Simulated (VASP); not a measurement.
## CaSe (strained rocksalt): a r²SCAN single-point calculation in VASP

INCAR

```
NBANDS = 15
PREC = Accurate
METAGGA = R2SCAN
NELM = 120
ISMEAR = 0
NSW = 0
IBRION = -1
LELF = .TRUE.
ISIF = 2
LASPH = .TRUE.
ALGO = Normal
LCHARG = .TRUE.
ENCUT = 520
LWAVE = .FALSE.
LREAL = .FALSE.
SIGMA = 0.01
EDIFF = 1E-7
```

KPOINTS

```
KPOINTS created by Atomic Simulation Environment
0
Gamma
8 8 8
0 0 0
```

KPOINTS_OPT

```
special points
6
Reciprocal
0.0000000000 0.0000000000 0.0000000000 1
0.5000000000 0.0000000000 0.5000000000 1
0.6250000000 0.2500000000 0.6250000000 1
0.3750000000 0.3750000000 0.7500000000 1
0.5000000000 0.5000000000 0.5000000000 1
0.5000000000 0.2500000000 0.7500000000 1
```

POSCAR

```
Ca Se
 1.0000000000000000
     0.0000000000000000    2.9325182114000001    2.9794179578000000
     2.9325182114000001    0.0000000000000000    2.9794179578000000
     2.9325182114000001    2.9325182114000001    0.0000000000000000
 Ca  Se
   1   1
Cartesian
  0.0000000000000000  0.0000000000000000  0.0000000000000000
  2.9325182113999997  2.9325182113999997  2.9794179577999995
```

VASP ran with the recommended PBE PAW datasets (16 valence electrons in the cell).

Command

```
mpirun -np 1 vasp_std
```

OSZICAR

```
N       E                     dE             d eps       ncg     rms          rms(c)
DAV:   1     0.911300677089E+02    0.91130E+02   -0.77089E+03  1770   0.101E+03
DAV:   2    -0.238534995969E+02   -0.11498E+03   -0.10864E+03  2218   0.251E+02
DAV:   3    -0.286487567807E+02   -0.47953E+01   -0.47358E+01  2461   0.490E+01
DAV:   4    -0.289355212185E+02   -0.28676E+00   -0.28656E+00  2401   0.966E+00
DAV:   5    -0.289370051162E+02   -0.14839E-02   -0.14838E-02  2396   0.787E-01    0.403E+00
DAV:   6    -0.259633929016E+02    0.29736E+01   -0.14911E+00  2543   0.103E+01    0.304E+00
DAV:   7    -0.259790688450E+02   -0.15676E-01   -0.37915E-01  2183   0.371E+00    0.670E-01
DAV:   8    -0.259693491271E+02    0.97197E-02   -0.29937E-02  1910   0.103E+00    0.563E-01
DAV:   9    -0.259710980100E+02   -0.17489E-02   -0.31863E-03  1896   0.621E-01    0.193E-01
DAV:  10    -0.259711121833E+02   -0.14173E-04   -0.97703E-05  2402   0.781E-02    0.933E-02
DAV:  11    -0.259711294331E+02   -0.17250E-04   -0.82712E-05  2749   0.807E-02    0.196E-02
DAV:  12    -0.259711305812E+02   -0.11481E-05   -0.16139E-06  2141   0.114E-02    0.165E-02
DAV:  13    -0.259711356240E+02   -0.50428E-05   -0.37948E-06  2204   0.220E-02    0.342E-03
DAV:  14    -0.259711352189E+02    0.40509E-06   -0.23036E-07  2107   0.494E-03    0.152E-03
DAV:  15    -0.259711350224E+02    0.19649E-06   -0.12043E-08  1053   0.116E-03    0.190E-04
DAV:  16    -0.259711350380E+02   -0.15611E-07   -0.23453E-09   941   0.401E-04
   1 F= -.25971135E+02 E0= -.25971135E+02  d E =-.935322E-88
       N       E                     dE             ncg
DAV:   1     0.129407283136E+04   -0.31693E+04      180
DAV:   2     0.610353371211E+03   -0.68372E+03      229
DAV:   3     0.585303223660E+03   -0.25050E+02      251
DAV:   4     0.584213884152E+03   -0.10893E+01      242
DAV:   5     0.584203544077E+03   -0.10340E-01      251
DAV:   6     0.584203466853E+03   -0.77224E-04      261
DAV:   7     0.584203465456E+03   -0.13969E-05      252
DAV:   8     0.584203465447E+03   -0.98407E-08      167
```

From OUTCAR

```
k-points           NKPTS =     59   k-points in BZ     NKDIM =     59   number of bands    NBANDS=     15

   NELECT =      16.0000    total number of electrons

   dimension x,y,z NGX =    32 NGY =   32 NGZ =   32
   dimension x,y,z NGXF=    64 NGYF=   64 NGZF=   64

  energy-cutoff  :      520.00
  volume of cell :       51.24
      direct lattice vectors                 reciprocal lattice vectors
     0.000000000  2.932518211  2.979417958    -0.170501925  0.170501925  0.167818012
     2.932518211  0.000000000  2.979417958     0.170501925 -0.170501925  0.167818012
     2.932518211  2.932518211  0.000000000     0.170501925  0.170501925 -0.167818012

 k-points in reciprocal lattice and weights: KPOINTS created by Atomic Simulation Env
   0.00000000  0.00000000  0.00000000       0.002
   0.12500000  0.00000000  0.00000000       0.016
   0.25000000  0.00000000  0.00000000       0.016
   0.37500000  0.00000000  0.00000000       0.016
   0.50000000  0.00000000  0.00000000       0.008
   0.12500000  0.12500000  0.00000000       0.004
   0.25000000  0.12500000  0.00000000       0.016
   0.37500000  0.12500000  0.00000000       0.016
   ...

 E-fermi :   2.3929

 k-point     1 :       0.0000    0.0000    0.0000
  band No.  band energies     occupation
      1     -39.0136      2.00000
      2     -19.1303      2.00000
      3     -19.1258      2.00000
      4     -19.1258      2.00000
      5      -9.9790      2.00000
      6       2.2440      2.00000
      7       2.2544      2.00000
      8       2.2544      2.00000
      9       6.4031      0.00000
     10       6.4237      0.00000
     11       6.5105      0.00000
     12       6.5105      0.00000
     13       7.0794      0.00000
     14       7.1089      0.00000
     15      12.7498      0.00000

 k-point     2 :       0.1250    0.0000    0.0000
  band No.  band energies     occupation
      1     -39.0126      2.00000
      2     -19.1458      2.00000
      3     -19.1300      2.00000
      4     -19.1266      2.00000
      5      -9.8801      2.00000
      6       1.5173      2.00000
      7       2.0093      2.00000
      8       2.0175      2.00000
      9       6.4519      0.00000
     10       6.6713      0.00000
     11       6.7274      0.00000
     12       7.2641      0.00000
     13       7.5297      0.00000
     14       7.5299      0.00000
     15      12.8993      0.00000

 k-point     3 :       0.2500    0.0000    0.0000
  band No.  band energies     occupation
      1     -39.0101      2.00000
      2     -19.1893      2.00000
      3     -19.1333      2.00000
      4     -19.1287      2.00000
      5      -9.6291      2.00000
      6       0.2655      2.00000
      7       1.5441      2.00000
      8       1.5529      2.00000
      9       6.5616      0.00000
     10       7.2270      0.00000
     11       7.2648      0.00000
     12       8.4591      0.00000
     13       8.5719      0.00000
     14       8.8015      0.00000
     15      12.4321      0.00000

 k-point     4 :       0.3750    0.0000    0.0000
  band No.  band energies     occupation
      1     -39.0076      2.00000
      2     -19.2321      2.00000
      3     -19.1365      2.00000
      4     -19.1307      2.00000
      5      -9.3565      2.00000
      6      -0.7033      2.00000
      7       1.1717      2.00000
      8       1.1798      2.00000
      9       6.9510      0.00000
     10       7.9666      0.00000
     11       7.9685      0.00000
     12       8.9299      0.00000
     13       9.6395      0.00000
     14       9.7433      0.00000
     15      11.9101      0.00000

 k-point     5 :       0.5000    0.0000    0.0000
  band No.  band energies     occupation
      1     -39.0065      2.00000
      2     -19.2496      2.00000
      3     -19.1378      2.00000
      4     -19.1316      2.00000
      5      -9.2356      2.00000
      6      -1.0649      2.00000
      7       1.0353      2.00000
      8       1.0429      2.00000
      9       7.3878      0.00000
     10       8.3736      0.00000
     11       8.3787      0.00000
     12       8.4177      0.00000
     13      10.3987      0.00000
     14      10.5433      0.00000
     15      10.9200      0.00000

 k-point     6 :       0.1250    0.1250    0.0000
  band No.  band energies     occupation
      1     -39.0123      2.00000
      2     -19.1462      2.00000
      3     -19.1305      2.00000
      4     -19.1305      2.00000
      5      -9.8603      2.00000
      6       1.2978      2.00000
      7       2.0374      2.00000
      8       2.0374      2.00000
      9       6.0708      0.00000
     10       7.0068      0.00000
     11       7.0538      0.00000
     12       7.0539      0.00000
     13       7.2083      0.00000
     14       8.2253      0.00000
     15      13.0948      0.00000

 k-point     7 :       0.2500    0.1250    0.0000
  band No.  band energies     occupation
      1     -39.0103      2.00000
      2     -19.1753      2.00000
      3     -19.1347      2.00000
      4     -19.1344      2.00000
      5      -9.6800      2.00000
      6       0.4678      2.00000
      7       1.6056      2.00000
      8       1.7185      2.00000
      9       6.0688      0.00000
     10       7.3029      0.00000
     11       7.4357      0.00000
     12       7.8731      0.00000
     13       7.9432      0.00000
     14       9.5172      0.00000
     15      12.6315      0.00000

 k-point     8 :       0.3750    0.1250    0.0000
  band No.  band energies     occupation
      1     -39.0078      2.00000
      2     -19.2146      2.00000
      3     -19.1401      2.00000
      4     -19.1368      2.00000
      5      -9.4302      2.00000
      6      -0.3728      2.00000
      7       1.1030      2.00000
      8       1.3285      2.00000
      9       6.4660      0.00000
     10       7.9224      0.00000
     11       8.0697      0.00000
     12       8.7755      0.00000
     13       8.8425      0.00000
     14      10.1456      0.00000
     15      11.5597      0.00000

 k-point     9 :       0.5000    0.1250    0.0000
  band No.  band energies     occupation
      1     -39.0063      2.00000
      2     -19.2392      2.00000
      3     -19.1463      2.00000
      4     -19.1355      2.00000
      5      -9.2574      2.00000
      6      -0.8646      2.00000
      7       0.8570      2.00000
      8       1.0816      2.00000
      9       7.1519      0.00000
     10       8.3427      0.00000
     11       8.4472      0.00000
     12       8.5937      0.00000
     13       9.6827      0.00000
     14      10.2468      0.00000
     15      11.1180      0.00000

 k-point    10 :      -0.3750    0.1250    0.0000
  band No.  band energies     occupation
      1     -39.0065      2.00000
      2     -19.2351      2.00000
      3     -19.1495      2.00000
      4     -19.1316      2.00000
      5      -9.2810      2.00000
      6      -0.7892      2.00000
      7       0.9157      2.00000
      8       1.0685      2.00000
      9       7.2643      0.00000
     10       8.0246      0.00000
     11       8.3518      0.00000
     12       8.7779      0.00000
     13       9.1755      0.00000
     14      10.5119      0.00000
     15      11.7547      0.00000

 k-point    11 :      -0.2500    0.1250    0.0000
  band No.  band energies     occupation
      1     -39.0085      2.00000
      2     -19.2050      2.00000
      3     -19.1476      2.00000
      4     -19.1274      2.00000
      5      -9.4839      2.00000
      6      -0.1673      2.00000
      7       1.2520      2.00000
      8       1.2939      2.00000
      9       6.8589      0.00000
     10       7.3558      0.00000
     11       7.9169      0.00000
     12       8.0152      0.00000
     13       9.3586      0.00000
     14       9.7232      0.00000
     15      12.3334      0.00000

 k-point    12 :      -0.1250    0.1250    0.0000
  band No.  band energies     occupation
      1     -39.0110      2.00000
      2     -19.1672      2.00000
      3     -19.1403      2.00000
      4     -19.1253      2.00000
      5      -9.7301      2.00000
      6       0.7516      2.00000
      7       1.6777      2.00000
      8       1.7379      2.00000
      9       6.7086      0.00000
     10       6.8608      0.00000
     11       7.0177      0.00000
     12       7.2715      0.00000
     13       8.4781      0.00000
     14       8.7095      0.00000
     15      12.7740      0.00000

 k-point    13 :       0.2500    0.2500    0.0000
  band No.  band energies     occupation
      1     -39.0091      2.00000
      2     -19.1794      2.00000
      3     -19.1421      2.00000
      4     -19.1420      2.00000
      5      -9.6111      2.00000
      6       0.1519      2.00000
      7       1.6650      2.00000
      8       1.6650      2.00000
      9       5.4258      0.00000
     10       7.4618      0.00000
     11       7.5541      0.00000
     12       8.1527      0.00000
     13       8.1528      0.00000
     14      10.8603      0.00000
     15      11.7525      0.00000

 ...

  Total        0.6111150      0.6111150      0.0736786      0.0000000      0.0000000      0.0000000
  in kB       19.1069178     19.1069178      2.3036111      0.0000000      0.0000000      0.0000000
  external PRESSURE =      13.5058156 kB  Pullay stress =       0.0000000 kB

 POSITION                                       TOTAL-FORCE (eV/Angst)
 -----------------------------------------------------------------------------------
      0.00000      0.00000      0.00000         0.000000     -0.000000      0.000000
      2.93252      2.93252      2.97942        -0.000000      0.000000     -0.000000
 -----------------------------------------------------------------------------------
    total drift:                                0.000000     -0.000000     -0.000000

  FREE ENERGIE OF THE ION-ELECTRON SYSTEM (eV)
  ---------------------------------------------------
  free  energy   TOTEN  =       -25.9711350380 eV

  energy  without entropy=      -25.9711350380  energy(sigma->0) =      -25.97113504
```

| Quantity | Value |
| --- | --- |
| gap between bands v and c | 2.46 eV |
| least direct gap | 3.39 eV |
| pressure | 1.4 GPa |

Band v is the last that the valence electrons fill when counted band by band, and c is the next.

The run took about 2 min on one core of a shared host (Intel Xeon Platinum 8488C) and held 0.22 GiB at most.
